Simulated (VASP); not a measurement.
# LiCl (Fm-3m) in VASP: a series of runs, part 2 of 2

VASP 6.6.1.

## Step 5: Relaxation of cell and atoms, LDA

Contents of INCAR:

```
PREC     = Accurate       # precision mode
ENCUT    = 600            # plane-wave cutoff, eV
EDIFF    = 1E-7           # SCF threshold, eV
ISMEAR   = 0              # smearing method
SIGMA    = 0.02           # smearing width, eV
LREAL    = F              # projectors in reciprocal space
LASPH    = T              # aspherical terms in the spheres
NELM     = 60             # most SCF steps
ALGO     = Fast           # electronic algorithm
ISIF     = 3              # what is computed and relaxed
LWAVE    = F              # write WAVECAR
LCHARG   = F              # write CHGCAR
GGA      = CA             # functional
IBRION   = 2              # ionic algorithm
NSW      = 90             # ionic steps
EDIFFG   = -0.005         # ionic threshold
```

Contents of KPOINTS:

```
regular mesh
0
Gamma
  8 8 8
```

Contents of POSCAR:

```
LiCl
1.0
    0.0000000000      2.5421223400      2.5421223400
    2.5421223400      0.0000000000      2.5421223400
    2.5421223400      2.5421223400      0.0000000000
Li Cl
1 1
Direct
    0.0000000000      0.0000000000      0.0000000000
    0.5000000000      0.5000000000      0.5000000000
```

Potentials or basis: VASP PAW LDA potentials, release 64 (Li_sv, Cl).

On the command line:

```sh
> cat potpaw_LDA.64/Li_sv/POTCAR potpaw_LDA.64/Cl/POTCAR > POTCAR
> mpirun -np 1 vasp_std > vasp.out
```

OUTCAR:

```text
PREC = Accurate
   ENCUT = 600
   EDIFF = 1E-7
   ISMEAR = 0
   LREAL = F
   LASPH = T
   NELM = 60
   ISIF = 3
   GGA = CA
   IBRION = 2
   NSW = 90
   EDIFFG = -0.005

 ion  position               nearest neighbor table
   1  0.000  0.000  0.000-   2 2.54   2 2.54   2 2.54   2 2.54   2 2.54   2 2.54
   2  0.500  0.500  0.500-   1 2.54   1 2.54   1 2.54   1 2.54   1 2.54   1 2.54

  LATTYP: Found a face centered cubic cell.
 ALAT       =     5.0842446800

  Lattice vectors:

 A1 = (   0.0000000000,   2.5421223400,   2.5421223400)
 A2 = (   2.5421223400,   0.0000000000,   2.5421223400)
 A3 = (   2.5421223400,   2.5421223400,   0.0000000000)

Analysis of symmetry for initial positions (statically):
=====================================================================
 Subroutine PRICEL returns:
 Original cell was already a primitive cell.

 Routine SETGRP: Setting up the symmetry group for a
 face centered cubic supercell.

 Subroutine GETGRP returns: Found 48 space group operations
 (whereof 48 operations were pure point group operations)
 out of a pool of 48 trial point group operations.

The static configuration has the point symmetry O_h .

Analysis of symmetry for dynamics (positions and initial velocities):
=====================================================================
[... 271 lines left out ...]

 number of electron       9.9999998 magnetization

 Free energy of the ion-electron system (eV)
  ---------------------------------------------------
  ext. energy  EPLUGINS =         0.00000000
  ---------------------------------------------------
  free energy    TOTEN  =        -8.09738616 eV

  energy without entropy =       -8.09738616  energy(sigma->0) =       -8.09738616

 E-fermi :   1.3624     XC(G=0):  -9.5968

 val. band max:        1.2672362046   @ k =   0.0000   0.0000   0.0000
 cond. band min:       7.7828929400   @ k =   0.5000   0.0000   0.0000
 fundamental gap:      6.5156567354
 Fermi energy:         1.3624217575

 k-point     1 :       0.0000    0.0000    0.0000
  band No.  band energies     occupation
      1     -41.0678      2.00000
      2     -12.4443      2.00000
      3       1.2672      2.00000
      4       1.2672      2.00000
      5       1.2672      2.00000
      6       7.8962      0.00000
      7      13.0822      0.00000
      8      13.0822      0.00000
      9      13.0822      0.00000
[... 265 lines left out ...]
 k-point    24 :      -0.3750    0.2500    0.1250
  band No.  band energies     occupation
      1     -41.0617      2.00000
      2     -11.5537      2.00000
      3      -1.7697      2.00000
      4      -0.3367      2.00000
      5       0.5606      2.00000
      6       9.3762      0.00000
      7      10.4807      0.00000
      8      11.7597      0.00000
      9      13.4321      0.00000

 [... further k-points ...]

------------------------ aborting loop because EDIFF is reached ----------------------------------------

  FORCE on cell =-STRESS in cart. coord.  units (eV):
  Direction    XX          YY          ZZ          XY          YZ          ZX
  --------------------------------------------------------------------------------------
  -------------------------------------------------------------------------------------
  Total        0.0020847      0.0020847      0.0020847     -0.0000000     -0.0000000      0.0000000
  in kB        0.1094372      0.1094372      0.1094372     -0.0000000     -0.0000000      0.0000000
  external PRESSURE =       0.1094372 kB  Pullay stress =       0.0000000 kB
[... 17 lines left out ...]
  FREE ENERGIE OF THE ION-ELECTRON SYSTEM (eV)
  ---------------------------------------------------
  free  energy   TOTEN  =        -8.0973861622 eV

  energy  without entropy=       -8.0973861622  energy(sigma->0) =       -8.09738616

 reached required accuracy - stopping structural energy minimisation
```

It took 26 s on 1 thread of AMD EPYC 9R45 (Zen 5), shared host; peak memory 0.11 GiB.

Results:

```
Free energy                            : -8.0974 eV
Relaxed volume                         : 15.26 Å³/atom
Relaxed cell                           : a = 3.508 Å, b = 3.508 Å, c = 3.508 Å, α = 60.00°, β = 60.00°, γ = 60.00°
Space group after relaxing (to 0.05 Å) : Fm-3m (No. 225)
Energy gained by relaxing              : 10.0 meV/atom
Ionic steps                            : 4
Pressure after relaxing                : 0.0 GPa
Band gap on the k mesh                 : 6.52 eV, indirect (least direct gap 6.63 eV)
```

The path:
| step | energy change (eV) | largest force (eV/Å) | pressure (GPa) | volume (Å³) |
| --- | --- | --- | --- | --- |
| 1 | 0.0000 | 0.0000 | -2.57 | 32.86 |
| 2 | -0.0152 | 0.0000 | -1.35 | 31.62 |
| 3 | -0.0200 | 0.0000 | -0.08 | 30.58 |
| 4 | -0.0200 | 0.0000 | 0.01 | 30.52 |

Final structure:
```cif
data_structure
_symmetry_space_group_name_H-M 'P 1'
_symmetry_Int_Tables_number 1
_cell_length_a 3.5078
_cell_length_b 3.5078
_cell_length_c 3.5078
_cell_angle_alpha 60.000
_cell_angle_beta 60.000
_cell_angle_gamma 60.000
_cell_volume 30.52
loop_
_atom_site_label
_atom_site_type_symbol
_atom_site_fract_x
_atom_site_fract_y
_atom_site_fract_z
_atom_site_occupancy
Li1 Li 0.00000 0.00000 0.00000 1
Cl1 Cl 0.50000 0.50000 0.50000 1
```

Caveat: the cutoff is under 1.25 times the usual one of these potentials, so pressure, stress and relaxed cells hold a basis-set (Pulay) error.

## Step 6: Relaxation of cell and atoms, PBE

Changes to INCAR since step 5:

```diff
@@ -12,3 +12,3 @@
 LCHARG   = F              # write CHGCAR
-GGA      = CA             # functional
+GGA      = PE             # functional
 IBRION   = 2              # ionic algorithm
```

KPOINTS is that of step 5.

POSCAR is that of step 5.

Potentials or basis: VASP PAW PBE potentials, release 64 (Li_sv, Cl).

On the command line:

```sh
> cat potpaw_PBE.64/Li_sv/POTCAR potpaw_PBE.64/Cl/POTCAR > POTCAR
> mpirun -np 1 vasp_std > vasp.out
```

Wall time 28 s (1 thread of AMD EPYC 9R45 (Zen 5), shared host); peak memory 0.13 GiB.

The run converged. Its results:

| Item | Value |
| --- | --- |
| Free energy | -7.3853 eV |
| Relaxed volume | 17.03 Å³/atom |
| Relaxed cell | a = 3.638 Å, b = 3.638 Å, c = 3.638 Å, α = 60.00°, β = 60.00°, γ = 60.00° |
| Space group after relaxing (to 0.05 Å) | Fm-3m (No. 225) |
| Energy gained by relaxing | 2.2 meV/atom |
| Ionic steps | 4 |
| Pressure after relaxing | 0.0 GPa |
| Band gap on the k mesh | 6.29 eV, direct |

The path:
```tsv
step	energy change (eV)	largest force (eV/Å)	pressure (GPa)	volume (Å³)
1	0.0000	0.0000	1.23	32.86
2	-0.0034	0.0000	0.62	33.46
3	-0.0044	0.0000	-0.05	34.10
4	-0.0044	0.0000	0.00	34.05
```

Final structure:
```
Li Cl
1.0
     0.00000    2.57256    2.57256
     2.57256    0.00000    2.57256
     2.57256    2.57256    0.00000
Li Cl
1 1
Direct
  0.00000 0.00000 0.00000
  0.50000 0.50000 0.50000
```

Levels at points of the mesh, in eV from the valence-band top:
```tsv
k point	band 2	band 3	band 4	band 5	band 6	band 7	band 8	band 9
(0.00, 0.00, 0.00)	-13.36	0.00	0.00	0.00	6.29	11.93	11.93	11.93
(0.50, 0.00, 0.00)	-12.81	-2.77	-0.25	-0.25	6.75	9.50	9.50	12.88
(0.50, 0.50, 0.00)	-12.57	-2.85	-1.08	-1.08	7.86	8.31	12.36	14.05
```

Caveat: the cutoff is under 1.25 times the usual one of these potentials, so pressure, stress and relaxed cells hold a basis-set (Pulay) error. Expect the measured gap to be larger: semilocal functionals such as PBE lack the derivative discontinuity.

## Step 7: Overview

```tsv
level	potentials or basis	cutoff (eV)	gap on the mesh (eV)	pressure (GPa)	relaxed volume (Å³/atom)
PBEsol	VASP PAW PBE potentials, release 64 (Li, Cl)	580	6.33	0.0	16.29
RPBE	VASP PAW PBE potentials, release 64 (Li_sv, Cl)	600	6.23	0.0	18.07
PBEsol	VASP PAW PBE potentials, release 64 (Li_sv, Cl)	600	6.38	0.0	16.19
LDA	VASP PAW LDA potentials, release 64 (Li_sv, Cl)	600	6.52	0.0	15.26
PBE	VASP PAW PBE potentials, release 64 (Li_sv, Cl)	600	6.29	0.0	17.03
```

Alike in all rows: task relaxation of cell and atoms; no spin polarisation; cell relaxed; k mesh 8 × 8 × 8; smearing gaussian 0.02 eV.

Caveats: the cutoff is under 1.25 times the usual one of these potentials, so pressure, stress and relaxed cells hold a basis-set (Pulay) error (some runs); the PAW data sets were made with another functional, which shifts forces and pressure a little (some runs).

Absolute energies hang on the potentials; compare differences alone.
